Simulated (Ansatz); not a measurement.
**Pb in Ansatz: convergence with xc grid**

Crystal: Pb.

```xyz
1
Lattice="-0.0070 2.4697 2.4484 2.4476 -0.0270 2.4684 2.4538 2.4959 -0.0332" Properties=species:S:1:pos:R:3 pbc="T T T"
Pb    0.0581    0.0106   -0.0133
```

The cell isn't the ideal one: cell strained at random at fixed volume.

* Program: Ansatz 0.2.0
* Task: convergence study
* Functional: PBEsol
* Potentials or basis: Ansatz PAW
* Cutoff: 420 eV (not typed: the program's choice for these potentials)
* k mesh: 7 × 7 × 7
* Occupations: methfessel-paxton, width 0.05 eV
* Spin: no spin polarisation

These are the settings of the first run; the series varies xc grid, with any setting tied to it.

Hardware: 2 threads of Arm Neoverse V1 (shared host).

```tsv
xc grid	energy less the tightest run, at zero smearing (meV/atom)	SCF cycles	CPU time (s)	peak memory (GiB)
1	0.00	6	3.2	0.32
2	0.00	6	3.2	0.33
3	0.00	6	3.8	0.34
4	0.00	6	3.5	0.36
5	0.00	6	3.9	0.4
```

Against the tightest run, the energy stays within 1 meV/atom from 1 on. The tightest run that finished is the yardstick and may itself not be fully converged.

 Spin-orbit coupling is left out, which matters for the levels of Pb.
